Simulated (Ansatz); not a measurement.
**InPd under changes of volume**

One of the cells (17.513 Å³/atom); the others are scaled copies at fixed shape and fractional positions:

```
In Pd
1.0
     3.27188    0.00000    0.00000
     0.00000    3.27188    0.00000
     0.00000    0.00000    3.27188
In Pd
1 1
Direct
  0.00000 0.00000 0.00000
  0.50000 0.50000 0.50000
```

The cell comes from a database or a generator and needn't be the stable form of this composition.

```yaml
Program: Ansatz 0.2.0
Functional: PBE
Potentials_or_basis: all-electron LAPW, scalar-relativistic
Cutoff: 269 eV (chosen from the basis error)
Basis_error_allowed: 0.0005 eV/atom
k_mesh: 8 × 8 × 8
Occupations: fermi-dirac, width 0.05 eV
Spin: no spin polarisation
```

```csv
volume (Å³/atom),energy over the lowest point (meV/atom),pressure (GPa)
16.462,58.70,13.4
16.813,33.56,9.7
17.163,15.99,6.5
17.513,?,?
17.863,0.00,1.1
18.214,0.10,-1.1
18.564,4.83,-3.1
```

Problem. What does the run at 17.513 Å³/atom give?

Solution. Energy over the lowest point 5.08 meV/atom; pressure 3.6 GPa.

Worked out: A Birch-Murnaghan fit of order 3 (a polynomial in V^(-2/3)) to the other rows has its minimum at 18.03 Å³/atom with B0 = V·E''(V) = 115 GPa and B' = 5.3. It gives 5.06 meV/atom at 17.513 Å³/atom, against the run's 5.08, and -dE/dV = 3.6 GPa, against 3.6.

Energies are extrapolated to zero smearing.
